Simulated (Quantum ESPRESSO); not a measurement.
## FeO in Quantum ESPRESSO: the effect of functional

FeO:

```
Fe O
1.0
     0.00000    2.15540    2.15540
     2.15540    0.00000    2.15540
     2.15540    2.15540    0.00000
Fe O
1 1
Direct
  0.00000 0.00000 0.00000
  0.50000 0.50000 0.50000
```

Alike in all runs:

- Program: Quantum ESPRESSO 7.5
- Task: phonons
- Cutoff: 1225 eV
- Density cutoff: 4898 eV
- k mesh: 4 × 4 × 4, shifted
- Occupations: fermi-dirac, width 0.05 eV
- Spin: collinear spin, ferromagnetic start
- Starting moments: [3.0, 0.0] μB

Each run relaxes the cell or the atoms first.

```csv
functional,potentials or basis,relaxed volume (Å³/atom)
LDA,PseudoDojo 0.4.1 SR LDA standard,9.20
PBEsol,PseudoDojo 0.4.1 SR PBEsol standard,9.54
RPBE,PseudoDojo 0.4.1 SR PBE standard,10.25
PW91,PseudoDojo 0.4.1 SR PBE standard,?
BLYP,PseudoDojo 0.4.1 SR PBE standard,10.35
```

Question: What does the run with functional PW91 give?

Answer: Relaxed volume 9.93 Å³/atom.

Caveats: all runs use coarse meshes; the mesh is thin for the phonons of a metal; a cell with one magnetic atom can't hold antiferromagnetic order, which such compounds often take; the potentials were made for another functional, which shifts forces and pressure (some runs); before the sum rule the acoustic modes lie tens of cm⁻¹ from zero, a sign that the density grid also shifts the optical modes (some runs); the acoustic modes lie far from zero, so the frequencies are unreliable (some runs); some modes are imaginary (some runs).

Runs at the PBE level aren't shown here.
